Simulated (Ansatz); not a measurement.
A relaxation computed with Ansatz, from input to last step.

```yaml
crystal:
  lattice:
    - [4.5713102308, 0.0, 0.0]
    - [-2.2856551154, 3.9588707885, 0.0]
    - [0.0, 0.0, 10.3753460374]
  atoms:
    - { symbol: Cd, position: [0.0, 0.4999583766, 0.6666666667] }
    - { symbol: Cd, position: [0.5000416234, 0.5000416234, 0.0] }
    - { symbol: Cd, position: [0.4999583766, 0.0, 0.3333333333] }
    - { symbol: Te, position: [0.0, 0.4999943862, 0.1666666667] }
    - { symbol: Te, position: [0.5000056138, 0.5000056138, 0.5] }
    - { symbol: Te, position: [0.4999943862, 0.0, 0.8333333333] }
basis:
  ecutwfc: 420
kpoints:
  mp_grid: { grid: [12, 12, 4] }
hamiltonian:
  xc: pbe
scf:
  occupations: { method: gaussian, width: 0.1 }
output:
  forces: true
  stress: true
  eigenvalues: true
relax:
  adjacent_minimum: "off"
  f_tol: 0.01
  max_steps: 30
  cell: { stress_tol: 0.1, fix: [volume] }
```

```bash
ansatz run input.yaml --threads 1 --pin off --max-ram 2560MiB --backend cpu --events-out ev --progress --plain --runs-dir out
```

Method: DFT PBE, scalar-relativistic, plane waves, PAW (Ansatz 0.2.0).

The volume is held at 0.97 times that of the relaxed cell.

Of 3 frames 3 are shown, positions in Å and forces in eV/Å; the SCF threshold varies from step to step. Steps run on the plane waves of an earlier cell, with a Pulay correction in the pressure. The basis is chosen afresh for the last frame, the zero of the energies, and at times for earlier ones too; energy and pressure step there, also at an unchanged geometry.

```xyz
6
Lattice="4.5713 0.0000 0.0000 -2.2857 3.9589 0.0000 0.0000 0.0000 10.3753" Properties=species:S:1:pos:R:3:forces:R:3 pbc="T T T" step=1 free_energy_over_end_meV_per_atom=0.05 pressure_GPa=1.29
Cd   -1.1427    1.9793    6.9169    0.0000    0.0001    0.0000
Cd    1.1429    1.9796    0.0000    0.0000   -0.0001    0.0000
Cd    2.2855    0.0000    3.4584    0.0001    0.0000    0.0000
Te   -1.1428    1.9794    1.7292    0.0001   -0.0002    0.0000
Te    1.1428    1.9795    5.1877    0.0001    0.0002    0.0000
Te    2.2856    0.0000    8.6461   -0.0002    0.0000    0.0000
6
Lattice="4.5645 0.0000 0.0000 -2.2822 3.9529 0.0000 0.0000 0.0000 10.4065" Properties=species:S:1:pos:R:3:forces:R:3 pbc="T T T" step=2 free_energy_over_end_meV_per_atom=0.00 pressure_GPa=1.27
Cd   -1.1410    1.9763    6.9377    0.0000   -0.0001    0.0000
Cd    1.1412    1.9766    0.0000    0.0000    0.0001    0.0000
Cd    2.2821    0.0000    3.4688   -0.0001    0.0000    0.0000
Te   -1.1410    1.9764    1.7344   -0.0001    0.0001    0.0000
Te    1.1412    1.9766    5.2033   -0.0001   -0.0001    0.0000
Te    2.2821    0.0000    8.6721    0.0001    0.0000    0.0000
6
Lattice="4.5645 0.0000 0.0000 -2.2822 3.9529 0.0000 0.0000 0.0000 10.4065" Properties=species:S:1:pos:R:3:forces:R:3 pbc="T T T" step=3 free_energy_over_end_meV_per_atom=0.00 pressure_GPa=1.27
Cd   -1.1410    1.9763    6.9377    0.0000   -0.0001    0.0000
Cd    1.1412    1.9766    0.0000    0.0000    0.0001    0.0000
Cd    2.2821    0.0000    3.4688   -0.0001    0.0000    0.0000
Te   -1.1410    1.9764    1.7344   -0.0001    0.0001    0.0000
Te    1.1412    1.9766    5.2033   -0.0001   -0.0001    0.0000
Te    2.2821    0.0000    8.6721    0.0001    0.0000    0.0000
```

It took 57 s on 1 thread of AMD EPYC 9R45 96-Core Processor (Zen 5) (shared host), peak memory 0.86 GiB.